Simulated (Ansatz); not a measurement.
## LiH (Fm-3m): one-shot GW input and result

Computed with Ansatz, G0W0@r²SCAN, full frequency by contour deformation, all-electron datasets in plane waves (scalar-relativistic, Gaussian nuclei).

Input files:

```yaml
crystal:
  lattice:
    - [0.0, 2.042, 2.042]
    - [2.042, 0.0, 2.042]
    - [2.042, 2.042, 0.0]
  atoms:
    - { symbol: Li, position: [0.0, 0.0, 0.0] }
    - { symbol: H, position: [0.5, 0.5, 0.5] }
basis:
  precision: f64
  xc_grid: 2
kpoints:
  mp_grid: { grid: [4, 4, 4], shift: [0, 0, 0] }
hamiltonian:
  xc: r2scan
  dispersion: none
  pseudopotentials: { kind: all_electron, nuclear_model: gaussian }
magnetization:
  spin_polarized: false
scf:
  lower_state_search: "off"
  max_iter: 200
  occupations: { method: fixed }
  convergence: { dr2_threshold: "1e-10 eV" }
output: {}
gw:
  n_empty_bands: 110
  ecut_chi: 200
  ecutfock_ratio: 1
  qp_bands: [v1, c1]
  screening: { model: contour_deformation }
```

Levels count from the highest filled Kohn-Sham level listed; ε_QP = ε_KS + Z(Σ − Vxc). VB is the top filled band, CB the lowest empty one. Points in brackets are given in fractions of the reciprocal vectors. A dash marks a part that wasn't solved. The wave cutoff came out at 2100 eV.

| k | band | ε_KS (eV) | Σx − Vxc (eV) | Σc (eV) | Z | ε_QP (eV) |
| --- | --- | --- | --- | --- | --- | --- |
| Γ | VB | -5.31 | -5.23 | – | – | – |
| Γ | CB | 16.77 | 6.01 | – | – | – |
| (0, -0.5, -0.5) | VB | 0.00 | -3.19 | 1.59 | 0.77 | -1.23 |
| (0, -0.5, -0.5) | CB | 3.66 | 3.88 | -3.42 | 0.81 | 4.03 |

The gap (direct at k = (0, -0.5, -0.5)) opens from 3.66 eV to 5.26 eV.

Electronic (ion-clamped) dielectric constant on this mesh, from the head of the inverse dielectric matrix: 4.0.

The cell is a model at fixed atoms and needn't be the relaxed known crystal. The mesh is coarse, so these are values at the stated settings, not converged ones. Band sums or response are cut, so the gap isn't at its basis limit. The gap is read on the mesh, and the crystal's band edges can lie off it. With r²SCAN or HSE06 the Kohn-Sham levels are generalised ones. Meshes this coarse can overestimate the dielectric constant by a tenth and more.
